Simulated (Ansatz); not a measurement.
# Te2Pt (Moncheite): the cost of one run

Computed with Ansatz 0.2.0 (reference: DFT, r2SCAN, plane waves, PAW, unless a step's input says otherwise).

The COD entry's cell or inner coordinates are ideal or old and differ from later refinements, so a difference from it is no clean test against experiment.

1 further run of the same task is left out (for a known fault of the program).

**1. Starting point**

The structure is trigonal, space group P-3m1 (No. 164). The conventional cell has a = 4.038 Å, b = 4.038 Å, c = 5.311 Å, α = 90.00°, β = 90.00°, γ = 120.00°. Around Te (site symmetry 3m) lie 3 Pt at 2.70 Å. Pt (site symmetry -3m) is surrounded by 6 Te at 2.70 Å.

As a file:

```cif
data_structure
_symmetry_space_group_name_H-M 'P 1'
_symmetry_Int_Tables_number 1
_cell_length_a 4.0382
_cell_length_b 4.0382
_cell_length_c 5.3109
_cell_angle_alpha 90.000
_cell_angle_beta 90.000
_cell_angle_gamma 120.000
_cell_volume 75.00
loop_
_atom_site_label
_atom_site_type_symbol
_atom_site_fract_x
_atom_site_fract_y
_atom_site_fract_z
_atom_site_occupancy
Te1 Te 0.33333 0.66667 0.25685 1
Te2 Te 0.66667 0.33333 0.74315 1
Pt1 Pt 0.00000 0.00000 0.00000 1
```

**2. Baseline**

input.yaml reads:

```yaml
crystal:
  lattice:
    - [4.0381735148, 0.0, 0.0]
    - [-2.0190867574, 3.4971608487, 0.0]
    - [0.0, 0.0, 5.3109405973]
  atoms:
    - { symbol: Te, position: [0.3333333333, 0.6666666667, 0.2568471022] }
    - { symbol: Te, position: [0.6666666667, 0.3333333333, 0.7431528978] }
    - { symbol: Pt, position: [0.0, 0.0, 0.0] }
kpoints:
  mp_grid: { grid: [6, 6, 4] }
hamiltonian:
  xc: r2scan
scf:
  occupations: { method: fermi_dirac, width: 0.02 }
  n_extra_bands: 4
output:
  forces: true
  stress: true
  eigenvalues: true
  write_density: true
  write_potential: true
  elf: true
  volumetric_format: npy
```

Command:

```
> ansatz run input.yaml --threads 4 --pin off --max-ram 3686MiB --backend cpu --events-out ev --progress --plain --runs-dir out
```

Q: Estimate wall time and peak memory on 4 threads of Arm Neoverse N1, shared host.

About 5.2 s, with a peak of 0.6 GiB.
